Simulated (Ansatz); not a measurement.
# BN: band gap under strain

How does strain move the band edges of BN, database structure, and do the functionals agree on it? States: +5.4 % equal strain in all directions; -2.0 % strain along y alone.

Program: Ansatz 0.2.0. PAW datasets, plane waves. Computed at 0 K without zero-point motion; spin polarisation is off.

## Step 1: The structure to begin with

The unstrained cell was relaxed with r2SCAN+rVV10; in each strained cell the atoms were relaxed again with r2SCAN+rVV10. Names of k-points are those of the unstrained zone, where strain can split equivalent points. First state: +5.4 % equal strain in all directions.

Space group Fmm2 (No. 42), orthorhombic; conventional cell a = 2.636 Å, b = 6.939 Å, c = 4.558 Å, 10.42 Å³ an atom. Near B stand 3 N at 1.52 Å; near N stand 3 B at 1.52 Å.

Coordinates:

```cif
data_structure
_symmetry_space_group_name_H-M 'P 1'
_symmetry_Int_Tables_number 1
_cell_length_a 4.1511
_cell_length_b 2.6329
_cell_length_c 3.7113
_cell_angle_alpha 79.759
_cell_angle_beta 38.621
_cell_angle_gamma 61.620
_cell_volume 20.84
loop_
_atom_site_label
_atom_site_type_symbol
_atom_site_fract_x
_atom_site_fract_y
_atom_site_fract_z
_atom_site_occupancy
B1 B 0.00011 0.00011 0.99989 1
N1 N 0.66659 0.66659 0.33341 1
```

From earlier runs on the unstrained cell: PBE 3.48 eV, r2SCAN 3.94 eV, HSE06 4.68 eV, G0W0 5.07 eV (on its mesh); a = 2.502 Å, b = 6.586 Å, c = 4.327 Å.

## Step 2: +5.4 % equal strain in all directions: PBE

Contents of input.yaml:

```yaml
crystal:
  lattice:
    - [0.0, 3.4693540557, 2.2792277936]
    - [1.3180097595, 0.0, 2.2792277936]
    - [1.3180097595, 3.4693540557, 0.0]
  atoms:
    - { symbol: B, position: [0.0001052615, 0.0001052615, 0.9998947385] }
    - { symbol: "N", position: [0.6665947285, 0.6665947285, 0.3334052715] }
kpoints:
  mp_grid: { grid: [12, 12, 12] }
  band_path:
    path:
      - [0.0, 0.0, 0.0]
      - [0.5, 0.0, 0.5]
      - [1.0, 0.5, 0.5]
      - [0.5, 0.5, 0.0]
      - [0.0, 0.3696802579, 0.3696802579]
      - [1.0, 0.6303197421, 0.6303197421]
      - [0.5, 0.297518017, 0.797518017]
      - [0.5, 0.702481983, 0.202481983]
      - [0.5, 0.5, 0.5]
      - [0.0, 0.3327122321, 0.3327122321]
      - [0.497396, 0.361979, -0.140625]
    npoints: 1
hamiltonian:
  xc: pbe
scf:
  occupations: { method: fermi_dirac, width: 0.02 }
  n_extra_bands: 4
output:
  forces: true
  stress: true
  eigenvalues: true
```

Command:

```sh
> ansatz run input.yaml --threads 4 --pin off --max-ram 4608MiB --backend cpu --events-out ev --progress --plain --runs-dir out
```

After this run come: +5.4 % equal strain in all directions: r2SCAN; +5.4 % equal strain in all directions: HSE06; +5.4 % equal strain in all directions: G0W0@PBE; -2.0 % strain along y alone: PBE; -2.0 % strain along y alone: r2SCAN; -2.0 % strain along y alone: HSE06; -2.0 % strain along y alone: G0W0@PBE.

**Question.** What will these runs give?

As calculated:

Least gap in eV (negative: overlap), with the change from the unstrained cell in brackets. G0W0 is on its own coarse mesh.

```
                                state  volume change (%)           PBE        r2SCAN         HSE06          G0W0
+5.4 % equal strain in all directions              +17.0  3.42 (-0.06)  3.88 (-0.06)  4.63 (-0.05)  4.92 (-0.15)
          -2.0 % strain along y alone               -2.0  3.35 (-0.13)  3.81 (-0.13)  4.54 (-0.14)  4.94 (-0.13)
```

In words: With HSE06, of the states in the table -2.0 % strain along y alone shifts the gap most, by -0.135 eV. PBE and HSE06 differ by 1.20 eV on the unstrained gap, and by at most 0.01 eV on its change: the two disagree on the size of the gap but agree on its response to strain. G0W0 here is at a finite number of bands, screening cutoff and k mesh, not at the basis limit.
